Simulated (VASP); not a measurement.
KMgF3:

```xyz
5
Lattice="3.9859 0.0000 0.0000 0.0000 3.9859 0.0000 0.0000 0.0000 3.9859" Properties=species:S:1:pos:R:3 pbc="T T T"
K     1.9929    1.9929    1.9929
Mg    0.0000    0.0000    0.0000
F     0.0000    0.0000    1.9929
F     0.0000    1.9929    0.0000
F     1.9929    0.0000    0.0000
```

Base run:

- Program: VASP 6.6.1
- Functional: PBE0
- Potentials or basis: VASP PAW PBE potentials, release 64 (K_sv, Mg, F)
- Cutoff: 520 eV
- k mesh: 4 × 4 × 4
- Occupations: gaussian, width 0.02 eV
- Spin: no spin polarisation

Its results: band gap on the k mesh 10.30 eV, indirect (least direct gap 10.60 eV); pressure 0.8 GPa.

After a change of settings the same cell gave: band gap on the k mesh 9.56 eV, indirect (least direct gap 9.86 eV); pressure 1.0 GPa. Which change was it?
A. functional from PBE0 to r2SCAN-EpsX
B. functional from PBE0 to HSE06
C. functional from PBE0 to HSE03

B.

Caveats: the PAW data sets were made with another functional, which shifts forces and pressure a little.

Not every run made on this cell is shown here.
